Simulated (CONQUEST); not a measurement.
The system is SiO2.

```
CELL_PARAMETERS angstrom
4.97559 0.00000 0.00000
0.00000 4.97559 0.00000
0.00000 0.00000 6.90089
ATOMIC_POSITIONS crystal
Si 0.80325 0.80325 0.50000
Si 0.30325 0.69675 0.75000
Si 0.69675 0.30325 0.25000
Si 0.19675 0.19675 0.00000
O 0.11039 0.76176 0.56796
O 0.23824 0.88961 0.93204
O 0.76176 0.11039 0.43204
O 0.38961 0.26176 0.18204
O 0.88961 0.23824 0.06796
O 0.61039 0.73824 0.68204
O 0.26176 0.38961 0.81796
O 0.73824 0.61039 0.31796
```

The cell comes from a database or a generator and needn't be the stable form of this composition.

* Program: CONQUEST 1.3
* Task: single point
* Functional: PBEsol
* Potentials or basis: PseudoDojo NC PBEsol, DZP, grid cutoff 150 Ha
* k mesh: 6 × 6 × 4
* Occupations: fermi-dirac, width 0.05 eV
* Spin: no spin polarisation

On this cell: pressure 4.4 GPa; largest force 0.537 eV/Å; band gap on the k mesh 5.90 eV, direct.

The same run follows on a disturbed copy (atoms moved at random, drawn with an rms of 0.05 Å):

```
Si O
1.0
     4.97559    0.00000    0.00000
     0.00000    4.97559    0.00000
     0.00000    0.00000    6.90089
Si O
4 8
Direct
  0.80934 0.81074 0.49886
  0.30439 0.68854 0.74944
  0.69754 0.30161 0.24952
  0.19572 0.19515 0.99642
  0.11002 0.76955 0.56682
  0.23673 0.88210 0.93398
  0.76523 0.11957 0.43486
  0.37424 0.26531 0.18394
  0.88169 0.23573 0.06896
  0.61970 0.72847 0.67495
  0.25800 0.39488 0.81686
  0.74369 0.61946 0.32038
```

What does the disturbed cell give?

The energy moves by +25.4 meV/atom; pressure 3.3 GPa; largest force 3.582 eV/Å; band gap on the k mesh 5.72 eV, direct.

Forces on the atoms (eV/Å):
```
Si  -0.674 -0.007 -0.303
Si   0.987  3.069 -1.561
Si  -1.595  1.766  0.699
Si  -0.717 -0.388  0.502
O    2.022 -0.157  0.525
O    0.030  0.318  0.157
O   -0.011  0.174  0.627
O    1.598  0.344  0.988
O    1.056 -0.439 -1.783
O   -1.869 -0.321  1.867
O   -0.288 -2.701  0.237
O   -0.538 -1.665 -1.926
```

Stress tensor (GPa, compression positive):
```
-0.13 -0.07 -0.46
-0.07  3.87 -1.62
-0.46 -1.62  6.13
```

Caveats: the basis of atomic orbitals isn't converged, which shifts pressures, moduli and gaps.

A k mesh can miss the band edges.
